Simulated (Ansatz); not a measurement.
## Y

```xyz
2
Lattice="3.6515 0.0000 0.0000 -1.8257 3.1623 0.0000 0.0000 0.0000 5.7474" Properties=species:S:1:pos:R:3 pbc="T T T"
Y     0.0000    2.1082    1.4368
Y     1.8257    1.0541    4.3106
```

Atom numbers follow the list: Y1, Y2.

The cell is COD entry 1539818, as deposited and not checked against the literature; nothing was relaxed.

Method: DFT, PBE, all-electron LAPW, scalar-relativistic in Ansatz 0.2.0.

Numerical set-up: a Γ-centred 12×12×7 k mesh, Fermi–Dirac smearing of 0.08 eV, basis error target 0.25 meV/atom, no spin polarisation.

```
Pressure at this cell                             : -0.31 GPa
Density of states at the Fermi level (0.2 eV bin) : 4.60 states/eV per cell
Volume per atom                                   : 33.18 Å³
```

Give the computed value. Stress xx, yy, zz (compression positive).

-0.13, -0.13, -0.67 GPa.

Give the computed value. Band gap.

none: bands cross the Fermi level, a metal.
